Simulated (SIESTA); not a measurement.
The system is CoO.

```
CELL_PARAMETERS angstrom
-1.50800 1.50800 2.10725
1.50800 -1.50800 2.10725
1.50800 1.50800 -2.10725
ATOMIC_POSITIONS crystal
Co 0.99472 0.00494 0.01533
O 0.51463 0.49959 0.00496
```

The cell isn't the ideal one: atoms moved at random, drawn with an rms of 0.05 Å.

Base run:

- Program: SIESTA 5.4.2
- Functional: PBEsol
- Potentials or basis: PseudoDojo 0.4 standard (PBEsol files)
- Basis: DZP (energy shift 0.003 Ry; two zetas on semicore shells)
- Grid cutoff: 800 Ry
- Energy shift: 0.003 Ry
- k mesh: 12 × 12 × 12
- Occupations: fermi-dirac, width 0.05 eV
- Spin: collinear spin, ferromagnetic start
- Starting moments: [2.0, 0.0] μB

Its results: band gap on the k mesh none (metal or under the smearing width); pressure -7.6 GPa; net moment 2.97 μB per cell; site moments Co +2.59; O +0.38 μB; largest force 0.075 eV/Å.

Q: The run is repeated on the same cell with these changes: functional from PBEsol to PBE; potentials or basis from PseudoDojo 0.4 standard (PBEsol files) to PseudoDojo 0.4 standard (PBE files). What comes out?

A: Band gap on the k mesh none (metal or under the smearing width); pressure 1.7 GPa; net moment 2.98 μB per cell; site moments Co +2.61; O +0.37 μB; largest force 0.151 eV/Å.

Caveats: short orbitals over semicore shells can move pressures by several GPa; the basis of atomic orbitals isn't converged, which shifts pressures, moduli and gaps; a cell with one magnetic atom can't hold antiferromagnetic order, which such compounds often take; semilocal functionals often make such compounds metallic where correlation or magnetic order opens a gap, which also shifts bond lengths.
